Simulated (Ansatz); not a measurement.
TaS2: what changed settings do

The reference input for Ansatz (plane-wave DFT with PAW):

```yaml
crystal:
  lattice:
    - [3.3828573416, 0.0, 0.0]
    - [-1.6914286708, 2.9296403952, 0.0]
    - [0.0, 0.0, 6.16797857]
  atoms:
    - { symbol: Ta, position: [0.0, 0.0, 0.0] }
    - { symbol: S, position: [0.66666667, 0.33333333, 0.75428212] }
    - { symbol: S, position: [0.33333333, 0.66666667, 0.24571788] }
basis:
  ecutwfc: 420
kpoints:
  mp_grid: { grid: [6, 6, 4] }
hamiltonian:
  xc: pbe
scf:
  occupations: { method: gaussian, width: 0.1 }
output:
  forces: true
  stress: true
  eigenvalues: true
```

Command:

```bash
ansatz run input.yaml --threads 1 --pin off --max-ram 1331MiB --backend cpu --events-out ev --progress --plain --runs-dir out
```

The run converges in 6 SCF iterations on 24 irreducible k-points: pressure 1.44 GPa, largest force 0.140 eV/Å, no gap.

The inputs are trials, many of them unsound on purpose. Their numbers show the effect of the settings and aren't properties of the material. Each trial's input is given as a difference from the reference's; energies are extrapolated to zero smearing where there is one, and pressure is positive in compression. Charged cells sit in a uniform background, and their pressures hang on that convention.

Trial 1:

```diff
 crystal:
   atoms:
-    - { symbol: Ta, position: [0.0, 0.0, 0.0] }
+    - { symbol: Ta, position: [0.0, 0.0, 0.0], spin: 3.0 }
+total_charge: 2
 basis:
-  ecutwfc: 420
+  ecutwfc: "20 Ha"
 kpoints:
-  mp_grid: { grid: [6, 6, 4] }
+  mp_grid: { grid: [3, 3, 2] }
 hamiltonian:
-  xc: pbe
+  xc: lda
 scf:
+  lower_state_search: "off"
+  n_extra_bands: 1
+  mixing: { algorithm: anderson }
+  convergence: { dr2_threshold: "1e-9 eV" }
+  max_iter: 84
 output:
+  populations: true
+magnetization:
+  spin_polarized: true
```

The run converges in 20 SCF iterations on 6 irreducible k-points: pressure 3.38 GPa (with the neutralising background of the charged cell), largest force 0.847 eV/Å, no gap, cell moment 0.38 μB (the reference has none, and so few k-points can make one). It warns that the bands leave little room for a larger moment; that the state wasn't tested for a lower one; that the SCF threshold is loose for the stress.

Trial 2:

```diff
 basis:
-  ecutwfc: 420
+  ecutwfc: 540
 hamiltonian:
+  dispersion: d3bj
+magnetization:
+  spin_polarized: true
+  initial_magnetization: 6.0
```

The run converges in 14 SCF iterations on 24 irreducible k-points: pressure -1.74 GPa, largest force 0.149 eV/Å, no gap, cell moment 0.00 μB. It warns that the starting moments were lost.